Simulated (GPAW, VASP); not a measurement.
This is a calculation of Sb (Antimony) for GPAW 26.7.0 (ASE script). 

run.py

```python
from ase.dft.bandgap import bandgap
from ase.io import read, write
from ase.units import Bohr, GPa
from gpaw import GPAW, PW, setup_paths
from gpaw.elf import elf_from_dft_calculation

setup_paths.insert(0, '.')

atoms = read('Sb.xyz')

calc = GPAW(mode=PW(600),
            xc='PBEsol',
            kpts={'size': (8, 8, 8), 'gamma': True},
            occupations={'name': 'methfessel-paxton', 'order': 0, 'width': 0.1},
            nbands=25,
            convergence={'density': 1e-05, 'energy': 1e-05},
            maxiter=150,
            txt='gpaw.txt')
atoms.calc = calc
energy = atoms.get_potential_energy()
forces = atoms.get_forces()
stress = atoms.get_stress()
calc.write('gs.gpw')
write('result.traj', atoms)
print(f'Energy: {energy:.6f} eV')
print('Forces (eV/A):')
print(forces.round(4))
print('Stress (GPa):', (stress / GPa).round(3))
print('Fermi level:', round(calc.get_fermi_level(), 4), 'eV')
print(f'Gap: {bandgap(calc)[0]:.4f} eV, direct: {bandgap(calc, direct=True)[0]:.4f} eV')

# fields on the real-space grid
write('density.cube', atoms, data=calc.get_pseudo_density() * Bohr**3)
write('potential.cube', atoms, data=calc.get_electrostatic_potential())
write('elf.cube', atoms, data=elf_from_dft_calculation(calc).data)
```

Contents of Sb.xyz:

```xyz
2
Lattice="2.1542000000 1.2437279499 3.7580000000 -2.1542000000 1.2437279499 3.7580000000 0.0000000000 -2.4874558998 3.7580000000" Properties=species:S:1:pos:R:3 pbc="T T T"
Sb     0.0000000000      0.0000000000      8.6416337400
Sb     0.0000000000      0.0000000000      2.6323662600
```

Potentials or basis: PAW data sets generated in the run's folder for this functional, pw.

Run with:

```console
$ gpaw-setup -f PBEsol Sb
$ OMP_NUM_THREADS=1 python run.py
```

Question: Translate it to VASP 6.6.1. Potentials or basis there: PBE PAW files Sb, 520 eV.

Answer: As run (cutoffs and basis follow the program's own potentials, and thresholds, step limits or extra output files can differ):

The input INCAR:

```
SYSTEM = Sb
PREC = Accurate ; ENCUT = 520
EDIFF = 1E-7 ; ISMEAR = 0
SIGMA = 0.1 ; LREAL = .False.
LASPH = .True. ; NELM = 60
ALGO = Normal ; ISIF = 2
LWAVE = .False. ; LCHARG = .False.
GGA = PS
```

The input KPOINTS:

```
regular mesh
0
Gamma
  8 8 8
  0 0 0
```

File POSCAR:

```
Sb
1.0
    2.1542000000      1.2437279499      3.7580000000
   -2.1542000000      1.2437279499      3.7580000000
    0.0000000000     -2.4874558998      3.7580000000
Sb
2
Direct
    0.7665100000      0.7665100000      0.7665100000
    0.2334900000      0.2334900000      0.2334900000
```

Potentials or basis: VASP PAW PBE potentials, release 64 (Sb).

Run with:

```sh
$ cat potpaw_PBE.64/Sb/POTCAR > POTCAR
$ mpirun -np 1 vasp_std > vasp.out
```

Both were run:

|  | GPAW | VASP |
| --- | --- | --- |
| Pressure | -0.3 GPa | 0.2 GPa |

The potentials hold 30 and 10 valence electrons a cell.

VASP's potentials were made for PBE.

Pressure is positive in compression.
